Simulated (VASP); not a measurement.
Set up this calculation in VASP 6.6.1, as the native input.

| Quantity | Value |
| --- | --- |
| Task | relaxation of cell and atoms |
| Functional | PBEsol |
| Potentials or basis | VASP PAW PBE potentials, release 64 (Si, C) |
| Cutoff | 600 eV |
| k mesh | 10 × 10 × 10 |
| Occupations | gaussian, width 0.03 eV |
| Spin | no spin polarisation |
| Further INCAR settings | ALGO = Normal; EDIFF = 1e-07; IBRION = 2; EDIFFG = -0.005; NSW = 90; ISIF = 3 |

The structure of SiC (Moissanite 3C) lies in POSCAR:

```
SiC                                     
1.0
    0.0000000000      2.1790000000      2.1790000000
    2.1790000000      0.0000000000      2.1790000000
    2.1790000000      2.1790000000      0.0000000000
  Si              C             
     1     1
Direct
     0.0000000000000000    0.0000000000000000    0.0000000000000000
     0.2500000000000000    0.2500000000000000    0.2500000000000000
```

These files were run (other wordings do the same):

INCAR

```
  PREC = Accurate
  ENCUT = 600
  EDIFF = 1E-7
  ISMEAR = 0
  SIGMA = 0.03
  LREAL = F
  LASPH = T
  NELM = 80
  ALGO = Normal
  ISIF = 3
  LWAVE = F
  LCHARG = F
  GGA = PS
  IBRION = 2
  NSW = 90
  EDIFFG = -0.005
  KPAR = 4
```

KPOINTS

```
Automatic mesh
0
Gamma
  10 10 10
```

Potentials or basis: VASP PAW PBE potentials, release 64 (Si, C).

Run with:

```sh
$ cat potpaw_PBE.64/Si/POTCAR potpaw_PBE.64/C/POTCAR > POTCAR
$ mpirun -np 4 vasp_std > vasp.out
```

It gave:

```
Pressure after relaxing : 0.0 GPa
Band gap on the k mesh  : 1.23 eV, indirect (least direct gap 4.44 eV)
```

Caveat: the relaxation stopped at its first step, so nothing moved; the PAW data sets were made with another functional, which shifts forces and pressure a little.

Run time: 3 s on 4 MPI ranks on Intel(R) Xeon(R) 6975P-C (Granite Rapids), on a shared host, peak memory 0.13 GiB a rank.
